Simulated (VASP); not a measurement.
Set up this calculation in VASP 6.6.1, as the native input.

* Task: relaxation of cell and atoms
* Functional: rev-vdW-DF2
* Potentials or basis: VASP PAW PBE potentials, release 64 (Sb)
* Cutoff: 600 eV
* k mesh: 12 × 12 × 10
* Occupations: methfessel-paxton, width 0.1 eV
* Spin: no spin polarisation
* Further INCAR settings: ALGO = Normal; EDIFF = 1e-06; IBRION = 2; EDIFFG = -0.01; NSW = 90; ISIF = 3

The structure of Sb lies in POSCAR:

```
Sb
1.0
    2.1542000000      1.2437279499      3.7580000000
   -2.1542000000      1.2437279499      3.7580000000
    0.0000000000     -2.4874558998      3.7580000000
Sb
2
Direct
    0.2334900000      0.2334900000      0.2334900000
    0.7665100000      0.7665100000      0.7665100000
```

The input as run:

INCAR

```
SYSTEM = Sb
  PREC = Accurate
  ENCUT = 600
  EDIFF = 1E-6
  ISMEAR = 1
  SIGMA = 0.1
  LREAL = .False.
  LASPH = .True.
  NELM = 80
  ALGO = Normal
  ISIF = 3
  LWAVE = .False.
  LCHARG = .False.
  GGA = MK
  LUSE_VDW = .True.
  AGGAC = 0.0
  PARAM1 = 0.1234
  PARAM2 = 0.711357
  ZAB_VDW = -1.8867
  IBRION = 2
  NSW = 90
  EDIFFG = -0.01
```

KPOINTS

```
Automatic mesh
0
Gamma
  12 12 10
  0 0 0
```

Potentials or basis: VASP PAW PBE potentials, release 64 (Sb).

Command:

```bash
$ cat potpaw_PBE.64/Sb/POTCAR > POTCAR
$ mpirun -np 1 vasp_std > vasp.out
```

Results of the run:

The relaxed volume is 31.08 Å³/atom, the relaxed cell is a = 4.535 Å, b = 4.535 Å, c = 4.535 Å, α = 57.50°, β = 57.50°, γ = 57.50° and the space group after relaxing (to 0.05 Å) is R-3m (No. 166). The energy gained by relaxing is 7.8 meV/atom and the ionic steps are 10. The pressure after relaxing is 0.0 GPa and the band gap on the k mesh is none (metal or under the smearing width).

Caveat: the PAW data sets were made with another functional, which shifts forces and pressure a little.

It took 16 min on 1 thread of Intel(R) Xeon(R) Platinum 8259CL CPU @ 2.50GHz (Skylake/Cascade Lake), with other jobs on the host, peak memory 0.67 GiB.
